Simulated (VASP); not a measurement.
## From an Ansatz input to VASP: ZnS (strained zincblende)

Ansatz input

```yaml
crystal:
  lattice:
    - [-0.0279060827, 2.6931206072, 2.6931206072]
    - [2.6931206072, -0.0279060827, 2.6931206072]
    - [2.6931206072, 2.6931206072, -0.0279060827]
  atoms:
    - { symbol: Zn, position: [-0.0008774727, -0.0008774727, -0.0008774727] }
    - { symbol: S, position: [0.2508774727, 0.2508774727, 0.2508774727] }
kpoints:
  mp_grid: { grid: [8, 8, 8] }
  band_path:
    path:
      - [0.0, 0.0, 0.0]
      - [-0.5, -0.5, 0.0]
      - [-0.375, -0.375, 0.25]
      - [-0.375, 0.0, 0.375]
      - [0.0, 0.0, 0.5]
      - [-0.5, -0.25, 0.25]
    npoints: 1
hamiltonian:
  xc: pbe
scf:
  occupations: { method: fermi_dirac, width: 0.02 }
  n_extra_bands: 4
output:
  forces: true
  stress: true
  eigenvalues: true
```

Question: Write VASP inputs for this cell and level of theory.

Answer: 

INCAR

```
EDIFF = 1E-7
LASPH = .TRUE.
PREC = Accurate
NSW = 0
LWAVE = .FALSE.
LREAL = .FALSE.
LCHARG = .TRUE.
ISMEAR = -1
NELM = 120
NBANDS = 16
ISIF = 2
LELF = .TRUE.
GGA = PE
IBRION = -1
ENCUT = 520
SIGMA = 0.02
```

KPOINTS

```
KPOINTS created by Atomic Simulation Environment
0
Gamma
8 8 8
0 0 0
```

KPOINTS_OPT

```
special points
6
Reciprocal
0.0000000000 0.0000000000 0.0000000000 1
-0.5000000000 -0.5000000000 0.0000000000 1
-0.3750000000 -0.3750000000 0.2500000000 1
-0.3750000000 0.0000000000 0.3750000000 1
0.0000000000 0.0000000000 0.5000000000 1
-0.5000000000 -0.2500000000 0.2500000000 1
```

POSCAR

```
Zn S
 1.0000000000000000
    -0.0279060827000000    2.6931206072000000    2.6931206072000000
     2.6931206072000000   -0.0279060827000000    2.6931206072000000
     2.6931206072000000    2.6931206072000000   -0.0279060827000000
 Zn  S
   1   1
Cartesian
 -0.0047017925859801 -0.0047017925859801 -0.0047017925859801
  1.3442855755109802  1.3442855755109799  1.3442855755109799
```

VASP ran with the recommended PBE PAW datasets (18 valence electrons in the cell). Other inputs would serve too.

|  | Ansatz | VASP |
| --- | --- | --- |
| gap between bands v and c | 2.03 eV | 2.04 eV |
| least direct gap | 2.03 eV | 2.04 eV |
| pressure | 1.2 GPa | 1.3 GPa |

Datasets and cutoffs are each program's own. VASP's cell holds 18 valence electrons and Ansatz's 18. Ansatz's stress includes a Pulay correction; VASP's doesn't.
